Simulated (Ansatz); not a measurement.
## Mn (simple cubic): energy against volume

Level of theory: Ansatz 0.2.0, DFT, RPBE, plane waves (420 eV) with PAW, scalar-relativistic. The PAW files were generated under PBE, with cores re-solved for the functional.

The cell is scaled uniformly from the relaxed one, with fractional coordinates and shape fixed. Energies are extrapolated to zero smearing, pressures are those at the given smearing. Magnetic state: antiferromagnetic.

A Birch-Murnaghan fit gives V₀ = 14.33 Å³/atom, B₀ = 67 GPa, B₀′ = 7.3.

(1) What are the energy above the minimum and the pressure at 12.632 Å³/atom?

(2) What are the energy above the minimum and the pressure at 14.928 Å³/atom?

(3) What are the energy above the minimum and the pressure at 15.503 Å³/atom?

## Answers

(1) 59.8 meV/atom and 13.02 GPa as computed.

(2) 4.6 meV/atom and -2.17 GPa as computed.

(3) 16.1 meV/atom and -3.72 GPa as computed.
